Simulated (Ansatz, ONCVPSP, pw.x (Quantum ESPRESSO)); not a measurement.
## pw.x on sc Pt: one setting changed

Potential: optimised norm-conserving Vanderbilt (ONCV), ONCVPSP 4.0.1.1 (patched build), PBE; core [Kr] 4d10 4f14, reference 5s2 5p6 5d9 6s1; waves: 5s+6s: rc 1.70 bohr, ncon 5, nbas 9, qcut 8.5 1/bohr, 2 projectors; 5p: rc 1.85 bohr, ncon 3, nbas 8, qcut 6.2 1/bohr, 3 projectors, debl 2.2 Ha; 5d: rc 2.30 bohr, ncon 5, nbas 10, qcut 6.8 1/bohr, 2 projectors, debl 0.5 Ha; local part: polynomial inside 1.40 bohr (lpopt 4, dvloc0 4 Ha); core correction: Teter function, fcfact 1.6, rcfact 1.4.

The reference run (k-mesh 12³, cutoffs 70/280 Ry, Fermi–Dirac 0.01 Ry, mixing_beta 0.4, conv_thr 1e-9, no spin) gives -1.43 GPa at 18.193 Å³/atom, where all-electron LAPW gives -0.80 GPa. This run, with its own iteration cap, changes k-mesh shift to 1.

```
&control
  calculation='scf', prefix='x', pseudo_dir='./', outdir='./tmp', tstress=.true., disk_io='none'
/
&system
  ibrav=0, nat=1, ntyp=1, ecutwfc=70, ecutrho=280, nbnd=17,
  occupations='smearing', smearing='fd', degauss=0.01
/
&electrons
  conv_thr=1e-09, mixing_beta=0.4, electron_maxstep=70
/
ATOMIC_SPECIES
Pt 1.0 Pt.UPF
CELL_PARAMETERS angstrom
  2.63007484 0.00000000 0.00000000
  0.00000000 2.63007484 0.00000000
  0.00000000 0.00000000 2.63007484
ATOMIC_POSITIONS crystal
Pt 0.0000 0.0000 0.0000
K_POINTS automatic
12 12 12 1 1 1
```

```bash
pw.x < Pt.scf.in > Pt.scf.out
```

Problem. How does the run end?

Solution. It converges in 8 iterations; the free energy moves by +11.9 meV/atom and the pressure by +0.08 GPa.

```
Message from routine setup:
     using ibrav=0 with symmetry is DISCOURAGED, use correct ibrav instead
     lattice parameter (alat)  =       4.9701  a.u.
     unit-cell volume          =     122.7724 (a.u.)^3
     number of electrons       =        18.00
     number of Kohn-Sham states=           17
     kinetic-energy cutoff     =      70.0000  Ry
     charge density cutoff     =     280.0000  Ry
     scf convergence threshold =      1.0E-09
     Exchange-correlation= PBE
     number of k points=    56  Fermi-Dirac smearing, width (Ry)=  0.0100
     iteration #  1     ecut=    70.00 Ry     beta= 0.40
     total energy              =    -246.25981102 Ry
     estimated scf accuracy    <       0.07673786 Ry
     iteration #  2     ecut=    70.00 Ry     beta= 0.40
     total energy              =    -246.27292941 Ry
     estimated scf accuracy    <       0.00205808 Ry
     iteration #  3     ecut=    70.00 Ry     beta= 0.40
     total energy              =    -246.27291770 Ry
     estimated scf accuracy    <       0.00067405 Ry
     iteration #  4     ecut=    70.00 Ry     beta= 0.40
     total energy              =    -246.27295615 Ry
     estimated scf accuracy    <       0.00000843 Ry
     iteration #  5     ecut=    70.00 Ry     beta= 0.40
     total energy              =    -246.27295748 Ry
     estimated scf accuracy    <       0.00000196 Ry
     iteration #  6     ecut=    70.00 Ry     beta= 0.40
     total energy              =    -246.27295764 Ry
     estimated scf accuracy    <       0.00000008 Ry
     iteration #  7     ecut=    70.00 Ry     beta= 0.40
     total energy              =    -246.27295765 Ry
     estimated scf accuracy    <          5.0E-09 Ry
     iteration #  8     ecut=    70.00 Ry     beta= 0.40
     the Fermi energy is    18.3056 ev
!    total energy              =    -246.27295765 Ry
     estimated scf accuracy    <          1.5E-10 Ry
     smearing contrib. (-TS)   =      -0.00636897 Ry
     The total energy is F=E-TS. E is the sum of the following terms:
     one-electron contribution =     -78.76238781 Ry
     hartree contribution      =      47.52801500 Ry
     xc contribution           =     -30.07004727 Ry
     ewald contribution        =    -184.96216861 Ry
     convergence has been achieved in   8 iterations
          total   stress  (Ry/bohr**3)                   (kbar)     P=      -13.53
     Message from routine punch:
     Nothing written, as per user request (disk_io='none')
```

The run took about 23 s on one core of a shared host (Neoverse-N1, 64 threads, 124 GiB, load 58).
